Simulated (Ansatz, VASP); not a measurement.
## One calculation of AlN, two programs

```xyz
4
Lattice="3.2306 0.0000 0.0000 -1.6153 2.7978 0.0000 0.0000 0.0000 4.5645" Properties=species:S:1:pos:R:3 pbc="T T T"
Al    0.0000    1.8652    3.4234
Al    1.6153    0.9326    1.1411
N     0.0000    1.8652    1.1411
N     1.6153    0.9326    3.4234
```

Alike in both runs: task single point; functional PBE; k mesh 9 × 9 × 6; occupations gaussian, width 0.05 eV; no spin polarisation.

|  | VASP | Ansatz |
| --- | --- | --- |
| version | VASP 6.6.1 | Ansatz 0.2.0 |
| potentials or method | VASP PAW PBE potentials, release 64 (Al, N) | scalar-relativistic, plane waves, PAW |
| plane-wave cutoff (eV) | 520 | 520 |
| valence electrons in the cell | 16 | 16 |

```csv
,VASP,Ansatz,Ansatz less VASP
gap on the k mesh at the Fermi level (eV),2.75,2.74,-0.010
least direct gap on the mesh (eV),2.75,2.74,-0.010
pressure (GPa),-0.5,-0.3,+0.18
largest component of the traceless stress (GPa),9.06,9.14,+0.079
```

The functional is the same, so the differences come from potentials, cutoffs and numerics.

Expect the measured gap to be larger: semilocal functionals such as PBE lack the derivative discontinuity.
